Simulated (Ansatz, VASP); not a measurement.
## ZrH: VASP beside Ansatz

The input INCAR:

```
PREC     = Accurate       # precision mode
ENCUT    = 520            # plane-wave cutoff, eV
EDIFF    = 1E-6           # SCF threshold, eV
ISMEAR   = 1              # smearing method
SIGMA    = 0.15           # smearing width, eV
LREAL    = False          # projectors in reciprocal space
LASPH    = True           # aspherical terms in the spheres
NELM     = 100            # most SCF steps
ALGO     = Normal         # electronic algorithm
ISIF     = 2              # what is computed and relaxed
LWAVE    = False          # write WAVECAR
LCHARG   = False          # write CHGCAR
NBANDS   = 14             # bands
```

Contents of KPOINTS:

```
Automatic mesh
0
Gamma
  12 12 12
```

POSCAR

```
ZrH
1.0
   -1.6583925173      1.6583925173      2.5264653264
    1.6583925173     -1.6583925173      2.5264653264
    1.6583925173      1.6583925173     -2.5264653264
Zr H
1 1
Direct
    0.0000000000      0.0000000000      0.0000000000
    0.7500000000      0.2500000000      0.5000000000
```

Input for Ansatz:

```yaml
crystal:
  lattice:
    - [-1.658392517256226, 1.658392517256226, 2.5264653264197117]
    - [1.658392517256226, -1.658392517256226, 2.5264653264197117]
    - [1.658392517256226, 1.658392517256226, -2.5264653264197117]
  atoms:
    - { symbol: Zr, position: [0.0, 0.0, 0.0] }
    - { symbol: H, position: [0.75, 0.25, 0.5] }
basis:
  ecutwfc: 450.0
kpoints:
  mp_grid:
    grid: [12, 12, 12]
hamiltonian:
  xc: lda
scf:
  occupations:
    method: cold
    width: 0.15
output:
  stress: true
```

The cell comes from a database or a generator and needn't be the stable form of this composition.

Alike in both runs: task single point; functional LDA; k mesh 12 × 12 × 12; no spin polarisation.

|  | VASP | Ansatz |
| --- | --- | --- |
| version | VASP 6.6.1 | Ansatz 0.2.0 |
| potentials or method | VASP PAW LDA potentials, release 64 (Zr_sv, H) | plane waves, PAW |
| plane-wave cutoff (eV) | 520 | 450 |
| occupations | methfessel-paxton of order 1, width 0.15 eV | cold, width 0.15 eV |
| valence electrons in the cell | 13 | 13 |

```tsv
	VASP	Ansatz	Ansatz less VASP
pressure (GPa)	-9.2	-9.3	-0.10
largest component of the traceless stress (GPa)	0.21	0.23	+0.018
```
